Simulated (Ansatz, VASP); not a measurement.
## One calculation of W, two programs

```
W
1.0
     0.00000    1.98711    1.98711
     1.98711    0.00000    1.98711
     1.98711    1.98711    0.00000
W
1
Direct
  0.00000 0.00000 0.00000
```

Alike in both runs: task single point; functional LDA; k mesh 14 × 14 × 14; occupations fermi-dirac, width 0.1 eV; non-collinear spin, spin-orbit coupling.

|  | VASP | Ansatz |
| --- | --- | --- |
| version | VASP 6.6.1 | Ansatz 0.2.0 |
| potentials or method | VASP PAW LDA potentials, release 64 (W_sv) | plane waves (420 eV) with PAW, fully relativistic with spin-orbit coupling |
| plane-wave cutoff (eV) | 520 | 420 |
| valence electrons in the cell | 14 | 14 |

```csv
,VASP,Ansatz,Ansatz less VASP
net moment per atom (μB),0.00,0.00,0.000
```

Ansatz warned: «pseudo_functional_mismatch».
